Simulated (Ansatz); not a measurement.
**2H-CrOSe monolayer in a perpendicular field**

Wanted: the out-of-plane response of the 2H-CrOSe monolayer. A positive field points along +c.

Method: plane-wave DFT, PBE-D3(BJ), Ansatz PAW (set soft_1); PAW set soft_1, in Ansatz 0.2.0.

### Step 1. The structure

The cell holds 3 atoms: 1 Se, 1 Cr and 1 O. Cell: a = 2.927 Å, b = 2.927 Å, c = 36.437 Å, α = 90.0°, β = 90.0°, γ = 120.0°. Vacuum lies along c.

As a file:

```cif
data_structure
_symmetry_space_group_name_H-M 'P 1'
_symmetry_Int_Tables_number 1
_cell_length_a 2.9268
_cell_length_b 2.9268
_cell_length_c 36.4375
_cell_angle_alpha 90.000
_cell_angle_beta 90.000
_cell_angle_gamma 120.000
_cell_volume 270.31
loop_
_atom_site_label
_atom_site_type_symbol
_atom_site_fract_x
_atom_site_fract_y
_atom_site_fract_z
_atom_site_occupancy
Se1 Se 0.33333 0.66667 0.46244 1
Cr2 Cr 0.00000 0.00000 0.51192 1
O3 O 0.33333 0.66667 0.53756 1
```

### Step 2. Relaxing the slab

The starting cell is a guess, so the in-plane lattice and the atoms are relaxed first, with the slab cut off from its images along the normal.

Contents of input.yaml:

```yaml
crystal:
  lattice:
    - [2.926782, 0.0, 0.0]
    - [-1.463391, 2.5346675633, 0.0]
    - [0.0, 0.0, 36.4374756385]
  atoms:
    - { symbol: Se, position: [0.3333333333, 0.6666666667, 0.4624359867] }
    - { symbol: Cr, position: [0.0, 0.0, 0.511915582] }
    - { symbol: O, position: [0.3333333333, 0.6666666667, 0.5375640133] }
  periodic: [true, true, false]
kpoints:
  mp_grid: { grid: [12, 12, 1] }
hamiltonian:
  xc: pbe
  dispersion: d3bj
  pseudopotentials: { kind: paw, azcp: { folder: soft_1 } }
scf:
  occupations: { method: fermi_dirac, width: 0.05 }
  convergence: { dr2_threshold: 1.0e-09 }
relax:
  f_tol: 0.004
  max_steps: 90
  cell: {}
output:
  write_potential: true
  write_density: true
  volumetric_format: npy
```

Run with:

```
$ ansatz run input.yaml --threads 2 --pin off --max-ram 3072MiB --backend cpu --events-out ev --progress --plain --runs-dir out
```

Numbers of over 12 decimals in the logs are rounded to 6 here.

The log of the run:

```text
Warning: relax.cell: scf.convergence.dr2_threshold = 1e-9 eV is looser than the 1.84907497891e-10 eV advised for a relaxation that steers and ends on the stress (1e-10 eV for each atom of the cell: 3, times the square of relax.cell.stress_2d_tol = 0.05 N/m over 12.7 Å (the atoms' height at the walk's start and 5 Å past either face), 3.925e-2 GPa, over a crystal's default 0.05). What an SCF threshold leaves in a stress goes as its square root, and in the free energy as the threshold itself, and one threshold admits the most on a small cell: [figures from the program's tests cut] Set scf.convergence.dr2_threshold to 1.84907497891e-10 eV or tighter. [rest of the remark cut]
Engine: ansatz 0.2.0, x86_64-unknown-linux-gnu
Pseudopotentials: kind: paw
Pseudopotential: Se, paw, valence charge 16, recommended cutoff 420 eV (normal), soft_1/Se.paw.azcp
Pseudopotential: Cr, paw, valence charge 14, recommended cutoff 420 eV (normal), soft_1/Cr.paw.azcp
Pseudopotential: O, paw, valence charge 6, recommended cutoff 420 eV (normal), soft_1/O.paw.azcp
Functional definition: PBE
  parameter kappa = 0.804
  parameter beta = 0.066725
  exchange = pbe_x(kappa = kappa, mu = beta*pi^2/3)
  correlation = pbe_c(beta = beta)
Crystal: 3 atoms, lattice volume = 270.308 Å³
Basis set: ecut = 420 eV, 5221 PW (Γ), exchange–correlation on 40×40×500 points (8 copies of the dense FFT grid, shifted against one another)
Bands: 22, of which v1, the nominal top of the filled ones, is band 18 counted from 1 (17 counted from 0)
Symmetry: 6 space group operations
Space group: P3m1 (ITA 156), of the structure as read, at distance tolerance 6.5e-5 Å
k-points: 19 of 144 (time reversal used)
Non-local potential: Se, projectors of the file, l = 0: 2, l = 1: 2, l = 2: 3, l = 3: 1
Non-local potential: Cr, projectors of the file, l = 0: 3, l = 1: 2, l = 2: 3, l = 3: 1
Non-local potential: O, projectors of the file, l = 0: 2, l = 1: 2, l = 2: 1
PAW form: soft (Blöchl's): semilocal exchange-correlation on the pseudo side does not see the compensation charge
PAW one-centre angular grid: Se, 590 points (default); XC on 64 Gauss nodes
PAW one-centre angular grid: Cr, 590 points (default); XC on 64 Gauss nodes
PAW one-centre angular grid: O, 110 points (default); XC on 64 Gauss nodes
Initial density: superposition of atomic densities (neutral atoms: chi_scale 0, normalization atom)
Initial wavefunctions: pseudopotential atomic-orbital guess
Functional: x = pbe(κ = 0.804, μ = 0.219515), c = pbe(β = 0.066725)
SCF iter   1: F=—  HF=-9420.304542 eV  |F-HF|=—  |Δ(HF+E_count)|=         —  Δρ=9.93e-2  dr2=2.90e1  ethr=3.10e-3  ⟨swp⟩=13.8  Hψ=3038  notcnv=0
preconditioner: auto → Resta (q_TF=auto, 1.950 Å⁻¹)  ε∞=2.1  [insulator: Δε(μ)=0.806 eV  Ē_g=8.757 eV  σ=0.050 eV  W_gap=1.00  n_scr=22 (ndim 8)  ℏωp=9.0 eV  f_vac=0.819  D(μ)=0.00/eV (n_scr^D=0)  ε∞_Penn≈2.1  vacuum switching on, ρ_ref=5.6e-3 e/Å³]
SCF iter   2: F=—  HF=-9435.064911 eV  |F-HF|=—  |Δ(HF+E_count)|=    1.48e1  Δρ=2.68e-1  dr2=2.42e2  ethr=3.10e-3  ⟨swp⟩=5.4  Hψ=1678  notcnv=0  recentre
preconditioner: auto → LDOS  [metal: Δε(μ)=0.081 eV  Ē_g=7.877 eV  σ=0.050 eV  W_gap=0.38  n_scr=22 (ndim 8)  ℏωp=9.6 eV  f_vac=0.823  D(μ)=2.41/eV (n_scr^D=14)  β→1.0]
SCF iter   3: F=—  HF=-9416.782312 eV  |F-HF|=—  |Δ(HF+E_count)|=    1.83e1  Δρ=5.54e-2  dr2=1.00e1  ethr=3.10e-3  ⟨swp⟩=5.0  Hψ=1457  notcnv=0
SCF iter   4: F=—  HF=-9415.344141 eV  |F-HF|=—  |Δ(HF+E_count)|=    1.44e0  Δρ=1.88e-2  dr2=3.51e0  ethr=3.10e-3  ⟨swp⟩=4.1  Hψ=1097  notcnv=0
SCF iter   5: F=—  HF=-9415.134771 eV  |F-HF|=—  |Δ(HF+E_count)|=   2.09e-1  Δρ=6.89e-3  dr2=2.49e-1  ethr=3.10e-3  ⟨swp⟩=2.7  Hψ=755  notcnv=0
SCF iter   6: F=—  HF=-9415.139037 eV  |F-HF|=—  |Δ(HF+E_count)|=   4.27e-3  Δρ=7.87e-3  dr2=2.60e-1  ethr=6.93e-4  ⟨swp⟩=3.2  Hψ=1039  notcnv=0
SCF iter   7: F=—  HF=-9415.118787 eV  |F-HF|=—  |Δ(HF+E_count)|=   2.02e-2  Δρ=4.47e-3  dr2=9.05e-2  ethr=6.93e-4  ⟨swp⟩=2.4  Hψ=618  notcnv=0
SCF iter   8: F=—  HF=-9415.109447 eV  |F-HF|=—  |Δ(HF+E_count)|=   9.34e-3  Δρ=1.68e-3  dr2=1.23e-2  ethr=2.51e-4  ⟨swp⟩=2.8  Hψ=652  notcnv=0
SCF iter   9: F=—  HF=-9415.108342 eV  |F-HF|=—  |Δ(HF+E_count)|=   1.11e-3  Δρ=3.29e-4  dr2=4.79e-4  ethr=3.41e-5  ⟨swp⟩=2.3  Hψ=687  notcnv=0
SCF iter  10: F=—  HF=-9415.108310 eV  |F-HF|=—  |Δ(HF+E_count)|=   3.17e-5  Δρ=5.80e-5  dr2=2.93e-5  ethr=1.33e-6  ⟨swp⟩=2.6  Hψ=745  notcnv=0
SCF iter  11: F=—  HF=-9415.108335 eV  |F-HF|=—  |Δ(HF+E_count)|=   2.53e-5  Δρ=4.72e-5  dr2=9.04e-6  ethr=8.13e-8  ⟨swp⟩=3.2  Hψ=741  notcnv=0
SCF iter  12: F=—  HF=-9415.108337 eV  |F-HF|=—  |Δ(HF+E_count)|=   1.36e-6  Δρ=9.80e-6  dr2=1.57e-7  ethr=2.51e-8  ⟨swp⟩=2.7  Hψ=599  notcnv=0
SCF iter  13: F=—  HF=-9415.108318 eV  |F-HF|=—  |Δ(HF+E_count)|=   1.88e-5  Δρ=4.41e-6  dr2=1.17e-7  ethr=4.35e-10  ⟨swp⟩=3.8  Hψ=1000  notcnv=0
SCF iter  14: F=-9415.108318 eV  HF=-9415.108318 eV  |F-HF|=2.65e-8  |Δ(HF+E_count)|=   1.42e-8  Δρ=6.23e-7  dr2=7.07e-10  ethr=2.78e-12  ⟨swp⟩=12.9  Hψ=4126  notcnv=0
SCF 1 converged in 14 iterations: F = -9415.108318 eV  dr2 = 7.07e-10
  greatest PAW one-centre occupation: 1.000 electrons in one spin orbital (limit 2), on the Cr atom at site 1 (counted from 0), in its partial waves of l = 0
relax step   1: F+E_penalty+E_count = -9415.10831795 eV  Δ(F+E_penalty+E_count) = +0.000e0 eV  max|allowed force component| = 7.120e-1 eV/Å  Δτ_max = 0.0000 Å  P = -1.102 N/m  Ω = 270.308 Å³  fix = [c, alpha, beta]  reactions: c -0.000 N/m  (14 SCF iters, accepted)
Crystal: 3 atoms, lattice volume = 268.615 Å³
Basis set: ecut = 420 eV, 5197 PW (Γ), exchange–correlation on 40×40×500 points (8 copies of the dense FFT grid, shifted against one another)
Initial density: handed on by an earlier stage of this run
Initial wavefunctions: those handed on with the density
iter 1 solved again at ethr=3.25e-5 eV; its pass at ethr=3.10e-3 eV (dr2=1.17e-2 eV) is discarded
SCF iter   1: F=—  HF=-9415.131581 eV  |F-HF|=—  |Δ(HF+E_count)|=         —  Δρ=1.51e-3  dr2=1.17e-2  ethr=3.25e-5  ⟨swp⟩=2.5  Hψ=2939  notcnv=0
preconditioner: auto → LDOS  [metal: Δε(μ)=0.036 eV  Ē_g=8.179 eV  σ=0.050 eV  W_gap=0.18  n_scr=22 (ndim 8)  ℏωp=9.6 eV  f_vac=0.829  D(μ)=1.93/eV (n_scr^D=12)  β→1.0]
SCF iter   2: F=—  HF=-9415.130949 eV  |F-HF|=—  |Δ(HF+E_count)|=   6.32e-4  Δρ=1.08e-3  dr2=7.49e-3  ethr=3.25e-5  ⟨swp⟩=3.2  Hψ=891  notcnv=0
SCF iter   3: F=—  HF=-9415.130281 eV  |F-HF|=—  |Δ(HF+E_count)|=   6.68e-4  Δρ=1.79e-4  dr2=1.06e-4  ethr=2.08e-5  ⟨swp⟩=2.8  Hψ=693  notcnv=0
[...]
Crystal: 3 atoms, lattice volume = 266.281 Å³
Basis set: ecut = 420 eV, 5185 PW (Γ), exchange–correlation on 40×40×500 points (8 copies of the dense FFT grid, shifted against one another)
iter 1 solved again at ethr=4.92e-5 eV; its pass at ethr=3.10e-3 eV (dr2=1.77e-2 eV) is discarded
SCF iter   1: F=—  HF=-9415.141839 eV  |F-HF|=—  |Δ(HF+E_count)|=         —  Δρ=1.99e-3  dr2=1.77e-2  ethr=4.92e-5  ⟨swp⟩=2.0  Hψ=3223  notcnv=0
preconditioner: auto → LDOS  [metal: Δε(μ)=0.084 eV  Ē_g=8.213 eV  σ=0.050 eV  W_gap=0.40  n_scr=22 (ndim 8)  ℏωp=9.7 eV  f_vac=0.829  D(μ)=1.43/eV (n_scr^D=10)  β→1.0]
SCF iter   2: F=—  HF=-9415.141564 eV  |F-HF|=—  |Δ(HF+E_count)|=   2.75e-4  Δρ=2.01e-3  dr2=2.03e-2  ethr=4.90e-5  ⟨swp⟩=2.5  Hψ=783  notcnv=0
SCF iter   3: F=—  HF=-9415.139005 eV  |F-HF|=—  |Δ(HF+E_count)|=   2.56e-3  Δρ=4.08e-4  dr2=4.43e-4  ethr=4.90e-5  ⟨swp⟩=2.8  Hψ=710  notcnv=0
SCF iter   4: F=—  HF=-9415.138933 eV  |F-HF|=—  |Δ(HF+E_count)|=   7.25e-5  Δρ=1.18e-4  dr2=9.86e-5  ethr=1.23e-6  ⟨swp⟩=3.2  Hψ=787  notcnv=0
SCF iter   5: F=—  HF=-9415.138962 eV  |F-HF|=—  |Δ(HF+E_count)|=   2.89e-5  Δρ=5.14e-5  dr2=1.23e-5  ethr=2.74e-7  ⟨swp⟩=2.6  Hψ=597  notcnv=0
SCF iter   6: F=—  HF=-9415.138967 eV  |F-HF|=—  |Δ(HF+E_count)|=   5.29e-6  Δρ=1.54e-5  dr2=4.36e-7  ethr=3.40e-8  ⟨swp⟩=2.9  Hψ=665  notcnv=0
SCF iter   7: F=—  HF=-9415.138964 eV  |F-HF|=—  |Δ(HF+E_count)|=   2.86e-6  Δρ=5.60e-6  dr2=9.38e-8  ethr=1.21e-9  ⟨swp⟩=3.2  Hψ=888  notcnv=0
SCF iter   8: F=—  HF=-9415.138964 eV  |F-HF|=—  |Δ(HF+E_count)|=   1.95e-7  Δρ=1.43e-6  dr2=5.67e-9  ethr=2.60e-10  ⟨swp⟩=3.3  Hψ=787  notcnv=0
SCF iter   9: F=-9415.138964 eV  HF=-9415.138964 eV  |F-HF|=4.33e-8  |Δ(HF+E_count)|=   8.28e-9  Δρ=4.03e-7  dr2=1.89e-10  ethr=2.78e-12  ⟨swp⟩=12.8  Hψ=3384  notcnv=0
SCF 3 converged in 9 iterations: F = -9415.138964 eV  dr2 = 1.89e-10
relax step   3: F+E_penalty+E_count = -9415.13896428 eV  Δ(F+E_penalty+E_count) = -8.680e-3 eV  max|allowed force component| = 9.971e-2 eV/Å  Δτ_max = 0.0239 Å  P = +0.606 N/m  Ω = 266.281 Å³  energy of the carried Pulay correction = +8.164e-4 eV  fix = [c, alpha, beta]  reactions: c +0.000 N/m  (9 SCF iters, accepted)
[...]
relax step   4: F+E_penalty+E_count = -9415.13963628 eV  Δ(F+E_penalty+E_count) = -6.720e-4 eV  max|allowed force component| = 1.337e-2 eV/Å  Δτ_max = 0.0046 Å  P = -0.039 N/m  Ω = 267.465 Å³  energy of the carried Pulay correction = +5.751e-4 eV  fix = [c, alpha, beta]  reactions: c -0.000 N/m  (8 SCF iters, accepted)
[...]
relax step   5: F+E_penalty+E_count = -9415.13965217 eV  Δ(F+E_penalty+E_count) = -1.588e-5 eV  max|allowed force component| = 2.423e-4 eV/Å  Δτ_max = 0.0007 Å  P = -0.002 N/m  Ω = 267.432 Å³  energy of the carried Pulay correction = +5.819e-4 eV  fix = [c, alpha, beta]  reactions: c -0.000 N/m  (6 SCF iters, accepted)
Initial wavefunctions: pseudopotential atomic-orbital guess (no wavefunctions were taken with the density)
iter 1 solved again at ethr=1.92e-6 eV; its pass at ethr=3.10e-3 eV (dr2=6.90e-4 eV) is discarded
SCF iter   1: F=—  HF=-9415.139072 eV  |F-HF|=—  |Δ(HF+E_count)|=         —  Δρ=2.17e-5  dr2=2.52e-7  ethr=1.92e-6  ⟨swp⟩=5.4  Hψ=4716  notcnv=0
eigensolver tolerance schedule: the retry pair's looser diagonalisation over-reported the residual by 2739.85 of it (diagonalisation noise at an unbounded share of the residual, at the tolerance the schedule requests for it); recorded, not acted on — ethr = c·dr2/N_el stays at c = 1.0e-1
SCF iter   2: F=—  HF=-9415.139078 eV  |F-HF|=—  |Δ(HF+E_count)|=   6.13e-6  Δρ=2.20e-5  dr2=1.14e-6  ethr=7.00e-10  ⟨swp⟩=4.9  Hψ=1341  notcnv=0
SCF iter   3: F=—  HF=-9415.139078 eV  |F-HF|=—  |Δ(HF+E_count)|=   4.05e-7  Δρ=6.08e-6  dr2=1.14e-7  ethr=7.00e-10  ⟨swp⟩=2.8  Hψ=695  notcnv=0
SCF iter   4: F=—  HF=-9415.139078 eV  |F-HF|=—  |Δ(HF+E_count)|=   3.51e-7  Δρ=3.68e-6  dr2=7.64e-8  ethr=3.18e-10  ⟨swp⟩=2.8  Hψ=610  notcnv=0
SCF iter   5: F=—  HF=-9415.139078 eV  |F-HF|=—  |Δ(HF+E_count)|=   3.30e-8  Δρ=1.88e-6  dr2=1.16e-8  ethr=2.12e-10  ⟨swp⟩=1.6  Hψ=462  notcnv=0
SCF iter   6: F=-9415.139078 eV  HF=-9415.139078 eV  |F-HF|=6.34e-9  |Δ(HF+E_count)|=   1.25e-9  Δρ=3.22e-7  dr2=3.40e-10  ethr=2.78e-12  ⟨swp⟩=13.4  Hψ=3829  notcnv=0
SCF 6 converged in 6 iterations: F = -9415.139078 eV  dr2 = 3.40e-10
relax step   6: F+E_penalty+E_count = -9415.13907805 eV  Δ(F+E_penalty+E_count) = +5.741e-4 eV  max|allowed force component| = 3.370e-4 eV/Å  Δτ_max = 0.0000 Å  P = -0.014 N/m  Ω = 267.432 Å³  fix = [c, alpha, beta]  reactions: c -0.000 N/m  stress off target by 1.37e-2 N/m on what of the cell is left free  SCF on the basis re-selected at this cell (its energy is not comparable with the rows above)  (6 SCF iters)
basis re-selected at this cell: Δ(F+E_penalty+E_count) = +5.741e-4 eV, ΔP = -0.012 N/m vs the last step (what re-selecting the basis moved, of the pressure what is left beyond the Pulay correction that the steps carried, after the strain that the cell walked since its last selection, with what the two solves' SCF thresholds leave and, on support functions, any second-order correction that the steps lacked; it is no m [...]
SCF converged after 6 iterations
Free energy (F): -9415.139078 eV
Harris-Foulkes:  -9415.139078 eV  (|F-HF|=6.34e-9)
Internal energy: -9415.126720 eV  (E = F + TS)
E sigma→0 (E₀):  -9415.132899 eV
Entropy (-TS):   -0.012358 eV (-4.119 meV/atom)
Fermi energy:    -5.189847 eV
--- Per-component energies (eV) ---
  E_band       = -1206.353184
  E_kinetic    = 581.770540
  E_local      = -128306.294439  (includes V_loc(G=0)·N_el)
  E_nonlocal   = -260.518553
  E_hartree    = 63803.411971
  E_xc         = -273.130074
  E_vxc        = -329.979617  (∫ρ·V_xc dr)
  E_paw        = -3509.471143  (= ΣΔE_a)
  E_vpaw       = -498.157377  (= ΣTr[D̂ρ^β])
  E_aug_tail   = 0.001381  (compensation charges beyond the density's cutoff)
  E_ewald      = 58549.746954
  E_disp       = -0.643357  (pairwise vdW)
  E_smearing   = -0.012358  (= −TS)
  E_closure    = -0.000000  (closes the sum)
  Σ components = -9415.139078   (vs F -9415.139078, Δ=0.00e0)
--- Forces (eV/Å), atoms counted from 1 ---
  atom   1  Se    -0.00000000    -0.00000000    -0.00033747
  atom   2  Cr     0.00000000     0.00000000     0.00019117
  atom   3  O      0.00000000    -0.00000000     0.00014485
  max |Σ_I F_I| component: 1.45e-6 eV/Å
--- 2D stress c σ (N/m, compression-positive) ---
       -0.013694       0.000000      -0.000000
       -0.000000      -0.013694      -0.000000
       -0.000000      -0.000000      -0.000000
  P = ½ c Tr σ = -0.0137 N/m
--- Band table (eV; the first three rows and the last of 19) ---
  k-point 0: bands = [... 14 lower, -9.2090, -6.5843, -6.5843, -4.9748, -3.6005, -3.6005, -2.1256, -2.1256]
  k-point 1: bands = [... 14 lower, -9.0652, -6.7884, -6.6597, -5.0828, -3.6650, -3.5744, -2.8480, -2.2931]
  k-point 2: bands = [... 14 lower, -8.7890, -7.5478, -6.8194, -5.4426, -4.1564, -3.6191, -3.5398, -2.5887]
  k-point 18: bands = [... 14 lower, -10.0369, -9.5995, -7.7844, -6.3786, -5.2384, -4.1307, -3.6802, -3.0395]
  the weakly bound empty levels are not read free of the cell's end (no_gap_told)
--- Relaxed structure (5 steps of the walk, 5 accepted, 1 SCFs on fresh bases) ---
  F+E_penalty+E_count = -9415.13907805 eV   max|allowed force component| = 3.370e-4 eV/Å   (the final SCF, on the basis selected at the relaxed cell)
  cell:  # Å, volume = 267.4317 Å³
    - [2.911166, 0, 0]
    - [-1.455583, 2.521144, 0]
    - [0, 0, 36.4374756385]
  atoms:
    - { symbol: Se, position: [0.333333, 0.666667, 0.463356] }
    - { symbol: Cr, position: [-1.5873085238664787e-18, -3.7007434155248937e-17, 0.510767] }
    - { symbol: O, position: [0.333333, 0.666667, 0.537792] }
```

Run time: 26 s. Hardware: 2 threads of Intel Xeon Platinum 8488C (Sapphire Rapids), shared host; peak memory 0.57 GiB; 51 s of CPU time.

This run has no spin polarisation, although Cr can carry a moment.

The steps of the relaxation:

```tsv
step	energy less that of the first step (eV)	largest force component (eV/Å)	volume (Å³)
1	0.0000	0.7120	270.31
2	-0.0220	0.4852	268.61
3	-0.0306	0.0997	266.28
4	-0.0313	0.0134	267.47
5	-0.0313	0.0002	267.43
6*	-0.0308	0.0003	267.43
```

Relaxation steps marked * repeat the geometry before them on a plane-wave basis chosen anew for their cell, so energy and pressure can jump there.

The run keeps the 6 symmetry operations that it works with, so distortions that break them were not tested.

```tsv
cell as run	before	after	change
a (Å)	2.927	2.911	-0.5 %
b (Å)	2.927	2.911	-0.5 %
```

The atoms that moved most (Å, along periodic axes as changes of fractional coordinates times the final cell, across vacuum about the mean position):

```tsv
atom	dx	dy	dz	length
Cr2	0.000	0.000	-0.042	0.042
Se1	0.000	0.000	0.034	0.034
O3	0.000	0.000	0.008	0.008
```

The relaxed structure:

```xyz
3
Lattice="2.9112 0.0000 0.0000 -1.4556 2.5211 0.0000 0.0000 0.0000 36.4375" Properties=species:S:1:pos:R:3
Se    0.0000    1.6808   16.8835
Cr    0.0000    0.0000   18.6111
O     0.0000    1.6808   19.5958
```

This step gave:

- energy at zero smearing: -9415.1329 eV

The lattice constant a goes from 2.927 to 2.911 Å.

(Continued in part 2 of 2.)

[Logs are printed without paths, hosts, clocks, repeated set-up lines and the standing remarks that a program may print on its own settings, such as how far it seeks lower states.]

[Hosts, paths, dates, database ids (printed as entryN), source tags and the programs' standing remarks are cut or masked in the printed files.]

[Maps of the electrostatic potential energy from Ansatz leave out the sawtooth potential of an applied field or a dipole correction, so their vacuum need not be flat; planar profiles and work functions include it.]
